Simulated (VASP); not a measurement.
# NaCl: A learned difference between two levels of theory, by structures for the difference

NaCl, Pm-3m (no. 221), 16 atoms in the cell. PBE, delta-learned machine-learned force field; PAW potentials Cl, Na (PBE set).

| Structures for the difference | Force error with the learned difference (meV/Å) | Force error of the base level alone (meV/Å) | Time for a frame with the difference (s) | Time for a frame at the target level (s) | Time (s) |
|---|---|---|---|---|---|
| 8 | 4.5 | 16.1 | 3.5 | 17.9 | 360 |
| 30 | 4.0 | 16.1 | 3.4 | 18.6 | 777 |

## Input of the first row

INCAR.step1:
```
PREC = Normal
ENCUT = 340
EDIFF = 1E-6
ISMEAR = 0
SIGMA = 0.05
ALGO = Normal
LREAL = Auto
LASPH = T
NELM = 80
NELMIN = 4
LWAVE = F
LCHARG = F
GGA = PE
KPAR = 4
IBRION = 11
ISIF = 2
NSW = 8
ISYM = 0
```

INCAR.step2, as INCAR.step1 but for:
```
- GGA = PE
+ METAGGA = R2SCAN
+ LMIXTAU = T
```

INCAR.step3:
```
ML_LMLFF = T
ML_MODE = select
ML_ICRITERIA = 0
ML_CTIFOR = 0.002
LWAVE = F
LCHARG = F
```

INCAR.step4:
```
ML_LMLFF = T
ML_MODE = refit
LWAVE = F
LCHARG = F
```

INCAR.step7:
```
PREC = Normal
ENCUT = 340
EDIFF = 1E-6
ISMEAR = 0
SIGMA = 0.05
ALGO = Normal
LREAL = Auto
LASPH = T
NELM = 80
NELMIN = 4
LWAVE = F
LCHARG = F
GGA = PE
KPAR = 4
IBRION = 11
ISIF = 2
NSW = 8
ISYM = 0
ML_LMLFF = T
ML_MODE = delta
ML_OUTPUT_MODE = 1
```

KPOINTS.step1:
```
k-points
0
Monkhorst-Pack
  2 2 2
```

KPOINTS.step3:
```
k-points
0
Gamma
  1 1 1
```

POSCAR.fr.step1:
```
  0.241055879370    0.237290728475    0.240910179936
  0.258463570399    0.268811501338    0.756084291049
  0.245655734331    0.734628828871    0.246416463535
  0.267791643411    0.754220762266    0.750253801481
  0.756420512819    0.248970454417    0.253199528185
  0.730802594556    0.262807197669    0.741440192949
  0.747403990848    0.740405043690    0.238607072079
  0.752444706909    0.745984348651    0.754548555192
  0.016622052763    0.003042644697    0.000602346433
  0.990500392465    0.970070168087    0.483322260954
  0.975928959581    0.506045689401    0.991457746248
  0.992477261483    0.467396543527    0.487091172523
  0.481661629409    0.004342071961    0.010242471523
  0.492435772446    0.021696855368    0.503790568124
  0.475684571146    0.487457844101    0.992262494634
  0.505290422766    0.516697040610    0.497278083309

  0.273792360439    0.224236403096    0.264396971461
  0.258666374953    0.259573794715    0.736685960840
  0.198402191331    0.721853064874    0.254055307809
  0.229380791944    0.767644655387    0.757752866122
  0.771349711382    0.172808001878    0.222488148112
  0.734995261849    0.279517049028    0.713211287554
  0.735167198665    0.678522037164    0.271674176897
  0.746810227445    0.793528720116    0.773853496235
  0.018869016305    0.029141423539    0.050634944366
  0.988173450976    0.913452527141    0.522064727679
  0.001197362683    0.524243500925    0.948448747937
  0.000159600027    0.404981696106    0.475035881446
  0.510324943931    0.057691588399    0.987264791189
  0.462869301804    0.982895035544    0.518343924800
  0.456327042058    0.539663555479    0.033013865216
  0.456667493238    0.522468795589    0.500172291111

  0.312892817305    0.238337895252    0.176271181310
  0.149382030158    0.244240137816    0.707663122550
  0.191906612316    0.720600461886    0.232317002020
  0.267476891255    0.708709378368    0.755974386260
  0.841731360666    0.131487424843    0.211242434394
  0.677101495894    0.307190606886    0.708660059723
  0.659212262112    0.663030659751    0.319059457946
  0.762500893422    0.823350687178    0.800087964691
  0.078495651480    0.948683993552    0.951622841665
  0.008535038624    0.936276928764    0.494613703803
  0.933147035128    0.470747429975    0.951184630241
  0.911352288817    0.395151669880    0.459765484462
  0.487959204981    0.046097470691    0.935668563745
  0.534658240754    0.992268651312    0.450186863833
  0.488517946162    0.497096912251    0.987512436401
  0.386084019127    0.468172582815    0.523979841102

  0.374473051745    0.200267259177    0.248454084474
  0.150660108931    0.187990085113    0.721423359185
  0.180100429080    0.715883815554    0.222559641870
  0.314780117652    0.723374027324    0.741256562178
  0.870920941895    0.142657532741    0.201140786546
  0.644244488948    0.290237861767    0.731988950081
  0.661525647654    0.663723927525    0.294850259524
  0.804310548931    0.794773607537    0.802018611821
  0.163972880531    0.993508251561    0.015682681506
  0.039678151248    0.872949537312    0.526813267352
  0.983340982167    0.496442915698    0.990133313310
  0.865315351279    0.411263632182    0.470477908818
  0.462834669294    0.018725088824    0.915623250422
  0.577117328955    0.984877125913    0.462139566644
  0.522162877287    0.529525288821    0.998512140869
  0.361484346262    0.472353933624    0.458684129483

  0.517120608973    0.070179104357    0.165189771609
  0.250073159862    0.253098392878    0.703420768931
  0.280822888149    0.545749651244    0.144907692977
  0.517151480747    0.720356195634    0.669713311589
  0.016360378027    0.058417062949    0.154032217697
  0.744241379628    0.195302060323    0.664695526456
  0.736546886147    0.583753416550    0.178560782476
  0.029863362417    0.691883677162    0.665286461475
  0.277703702652    0.908148411167    0.874103753493
  0.229951475567    0.867328356483    0.384186963037
  0.008100996754    0.430145189025    0.922557777429
  0.985758509643    0.393559692364    0.404648498821
  0.739032031448    0.872442380281    0.907450700875
  0.751083056720    0.911344782446    0.416663070610
  0.450303969998    0.349726329666    0.914573543239
  0.481108554296    0.433066100129    0.438374302702

  0.555913947260    0.003387143987    0.301693555462
  0.322214382866    0.162443460369    0.785886463253
  0.303343143312    0.488853730580    0.358389424524
  0.544938674832    0.619637828401    0.800998242930
  0.050091993111    0.016641547914    0.212276469589
  0.853621564786    0.141677163451    0.716429166809
  0.795260410164    0.512135899597    0.221996954397
  0.083110757629    0.631012177499    0.800557993179
  0.324650944907    0.813714768473    0.084318634720
  0.302325967048    0.825494490175    0.578238431168
  0.067352256337    0.367303504444    0.039384389963
  0.112257093377    0.261555727196    0.463564263104
  0.779388060818    0.818244238018    0.972616742031
  0.871683503895    0.852275871933    0.463972304576
  0.551802787569    0.295795415908    0.000089539494
  0.592798498721    0.347174422863    0.486033061136

  0.609055907414    0.952254762472    0.260825761583
  0.361096207034    0.113219831307    0.762344872034
  0.366031621904    0.524575837448    0.230578873591
  0.598168387563    0.638730407023    0.769414861196
  0.063937998836    0.961998751938    0.244621574785
  0.872220363007    0.072589827762    0.785832665564
  0.858930357316    0.464724549013    0.232072036415
  0.119032130905    0.586470042023    0.708102709524
  0.323036656451    0.810285703524    0.966406041253
  0.324925437804    0.819189588868    0.524626449765
  0.061378815208    0.245267060821    0.043544008122
  0.062777758052    0.298650547954    0.446751611793
  0.853569285858    0.783744637682    0.012017210652
  0.843191966291    0.766588762124    0.527849792110
  0.589615486744    0.301039755917    0.000614327039
  0.632424920017    0.307155532194    0.513514804505
```

POSCAR.fr.step2:
```
  0.241055879370    0.237290728475    0.240910179936
  0.258463570399    0.268811501338    0.756084291049
  0.245655734331    0.734628828871    0.246416463535
  0.267791643411    0.754220762266    0.750253801481
  0.756420512819    0.248970454417    0.253199528185
  0.730802594556    0.262807197669    0.741440192949
  0.747403990848    0.740405043690    0.238607072079
  0.752444706909    0.745984348651    0.754548555192
  0.016622052763    0.003042644697    0.000602346433
  0.990500392465    0.970070168087    0.483322260954
  0.975928959581    0.506045689401    0.991457746248
  0.992477261483    0.467396543527    0.487091172523
  0.481661629409    0.004342071961    0.010242471523
  0.492435772446    0.021696855368    0.503790568124
  0.475684571146    0.487457844101    0.992262494634
  0.505290422766    0.516697040610    0.497278083309

  0.273792360439    0.224236403096    0.264396971461
  0.258666374953    0.259573794715    0.736685960840
  0.198402191331    0.721853064874    0.254055307809
  0.229380791944    0.767644655387    0.757752866122
  0.771349711382    0.172808001878    0.222488148112
  0.734995261849    0.279517049028    0.713211287554
  0.735167198665    0.678522037164    0.271674176897
  0.746810227445    0.793528720116    0.773853496235
  0.018869016305    0.029141423539    0.050634944366
  0.988173450976    0.913452527141    0.522064727679
  0.001197362683    0.524243500925    0.948448747937
  0.000159600027    0.404981696106    0.475035881446
  0.510324943931    0.057691588399    0.987264791189
  0.462869301804    0.982895035544    0.518343924800
  0.456327042058    0.539663555479    0.033013865216
  0.456667493238    0.522468795589    0.500172291111

  0.312892817305    0.238337895252    0.176271181310
  0.149382030158    0.244240137816    0.707663122550
  0.191906612316    0.720600461886    0.232317002020
  0.267476891255    0.708709378368    0.755974386260
  0.841731360666    0.131487424843    0.211242434394
  0.677101495894    0.307190606886    0.708660059723
  0.659212262112    0.663030659751    0.319059457946
  0.762500893422    0.823350687178    0.800087964691
  0.078495651480    0.948683993552    0.951622841665
  0.008535038624    0.936276928764    0.494613703803
  0.933147035128    0.470747429975    0.951184630241
  0.911352288817    0.395151669880    0.459765484462
  0.487959204981    0.046097470691    0.935668563745
  0.534658240754    0.992268651312    0.450186863833
  0.488517946162    0.497096912251    0.987512436401
  0.386084019127    0.468172582815    0.523979841102

  0.374473051745    0.200267259177    0.248454084474
  0.150660108931    0.187990085113    0.721423359185
  0.180100429080    0.715883815554    0.222559641870
  0.314780117652    0.723374027324    0.741256562178
  0.870920941895    0.142657532741    0.201140786546
  0.644244488948    0.290237861767    0.731988950081
  0.661525647654    0.663723927525    0.294850259524
  0.804310548931    0.794773607537    0.802018611821
  0.163972880531    0.993508251561    0.015682681506
  0.039678151248    0.872949537312    0.526813267352
  0.983340982167    0.496442915698    0.990133313310
  0.865315351279    0.411263632182    0.470477908818
  0.462834669294    0.018725088824    0.915623250422
  0.577117328955    0.984877125913    0.462139566644
  0.522162877287    0.529525288821    0.998512140869
  0.361484346262    0.472353933624    0.458684129483

  0.517120608973    0.070179104357    0.165189771609
  0.250073159862    0.253098392878    0.703420768931
  0.280822888149    0.545749651244    0.144907692977
  0.517151480747    0.720356195634    0.669713311589
  0.016360378027    0.058417062949    0.154032217697
  0.744241379628    0.195302060323    0.664695526456
  0.736546886147    0.583753416550    0.178560782476
  0.029863362417    0.691883677162    0.665286461475
  0.277703702652    0.908148411167    0.874103753493
  0.229951475567    0.867328356483    0.384186963037
  0.008100996754    0.430145189025    0.922557777429
  0.985758509643    0.393559692364    0.404648498821
  0.739032031448    0.872442380281    0.907450700875
  0.751083056720    0.911344782446    0.416663070610
  0.450303969998    0.349726329666    0.914573543239
  0.481108554296    0.433066100129    0.438374302702

  0.555913947260    0.003387143987    0.301693555462
  0.322214382866    0.162443460369    0.785886463253
  0.303343143312    0.488853730580    0.358389424524
  0.544938674832    0.619637828401    0.800998242930
  0.050091993111    0.016641547914    0.212276469589
  0.853621564786    0.141677163451    0.716429166809
  0.795260410164    0.512135899597    0.221996954397
  0.083110757629    0.631012177499    0.800557993179
  0.324650944907    0.813714768473    0.084318634720
  0.302325967048    0.825494490175    0.578238431168
  0.067352256337    0.367303504444    0.039384389963
  0.112257093377    0.261555727196    0.463564263104
  0.779388060818    0.818244238018    0.972616742031
  0.871683503895    0.852275871933    0.463972304576
  0.551802787569    0.295795415908    0.000089539494
  0.592798498721    0.347174422863    0.486033061136

  0.609055907414    0.952254762472    0.260825761583
  0.361096207034    0.113219831307    0.762344872034
  0.366031621904    0.524575837448    0.230578873591
  0.598168387563    0.638730407023    0.769414861196
  0.063937998836    0.961998751938    0.244621574785
  0.872220363007    0.072589827762    0.785832665564
  0.858930357316    0.464724549013    0.232072036415
  0.119032130905    0.586470042023    0.708102709524
  0.323036656451    0.810285703524    0.966406041253
  0.324925437804    0.819189588868    0.524626449765
  0.061378815208    0.245267060821    0.043544008122
  0.062777758052    0.298650547954    0.446751611793
  0.853569285858    0.783744637682    0.012017210652
  0.843191966291    0.766588762124    0.527849792110
  0.589615486744    0.301039755917    0.000614327039
  0.632424920017    0.307155532194    0.513514804505
```

6 further input files aren't shown.

Commands (each step's output is kept before the next begins):
```
cat potpaw_PBE.64/Cl/POTCAR potpaw_PBE.64/Na/POTCAR > POTCAR
# POSCAR.fr: 7 further structures after the one in POSCAR, taken evenly from ML_AB
cp INCAR.step1 INCAR
cp KPOINTS.step1 KPOINTS
cp POSCAR.step1 POSCAR
mpirun -np 4 vasp_std < POSCAR.fr > vasp.out
# POSCAR.fr: 7 further structures after the one in POSCAR, taken evenly from ML_AB
cp INCAR.step2 INCAR
mpirun -np 4 vasp_std < POSCAR.fr > vasp.out
# ML_AB written from the two interactive runs: energies, forces and stresses of the target level less those of the base level
cp INCAR.step3 INCAR
cp KPOINTS.step3 KPOINTS
cp POSCAR.step3 POSCAR
mpirun -np 4 vasp_gam > vasp.out
cp ML_ABN ML_AB
cp INCAR.step4 INCAR
mpirun -np 4 vasp_gam > vasp.out
# POSCAR.test: 7 further structures after the one in POSCAR, taken evenly from XDATCAR of a force-field run
cp INCAR.step1 INCAR
cp KPOINTS.step1 KPOINTS
cp POSCAR.step5 POSCAR
mpirun -np 4 vasp_std < POSCAR.test > vasp.out
# POSCAR.test: 7 further structures after the one in POSCAR, taken evenly from XDATCAR of a force-field run
cp INCAR.step2 INCAR
mpirun -np 4 vasp_std < POSCAR.test > vasp.out
cp ML_FFN ML_FF
# POSCAR.test: 7 further structures after the one in POSCAR, taken evenly from XDATCAR of a force-field run
cp INCAR.step7 INCAR
mpirun -np 4 vasp_std < POSCAR.test > vasp.out
```

Changes of the last row against the first:
```
- NSW = 8
+ NSW = 30
```

VASP 6.6.1 took 360 s on 4 cores (AMD EPYC 9R45 (Zen 5)), a shared host.
